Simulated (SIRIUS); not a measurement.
## Ca under changes of volume

One of the cells (45.857 Å³/atom); the others are scaled copies at fixed shape and fractional positions:

```
CELL_PARAMETERS angstrom
-2.25483 2.25483 2.25483
2.25483 -2.25483 2.25483
2.25483 2.25483 -2.25483
ATOMIC_POSITIONS crystal
Ca 0.00000 0.00000 0.00000
```

This isn't the form of Ca at room conditions, which is fcc.

```yaml
Program: SIRIUS 7.10.0
Functional: PBE
Potentials_or_basis: PseudoDojo 0.4.1 PBE standard (scalar relativistic)
Cutoff: 937 eV
Density_cutoff: 3749 eV
k_mesh: 8 × 8 × 8
Occupations: fermi-dirac, width 0.05 eV
Spin: no spin polarisation
```

```tsv
volume (Å³/atom)	energy over the lowest point (meV/atom)	pressure (GPa)
42.260	0.00	-0.1
43.159	1.20	-0.4
44.059	4.17	-0.7
45.857	?	?
46.756	22.60	-1.5
47.655	31.51	-1.7
```

Task: What does the run at 45.857 Å³/atom give?

Result: Energy over the lowest point 14.99 meV/atom; pressure -1.3 GPa.

Worked out: A Birch-Murnaghan fit of order 3 (a polynomial in V^(-2/3)) to the other rows has its minimum at 42.15 Å³/atom, just outside them, with B0 = V·E''(V) = 16.3 GPa (rough, since the energies scatter). It gives 15.00 meV/atom at 45.857 Å³/atom, against the run's 14.99, and -dE/dV = -1.2 GPa, against -1.3.

Energies are extrapolated to zero smearing.

Caveats: the cell was measured hot, at 740 K.
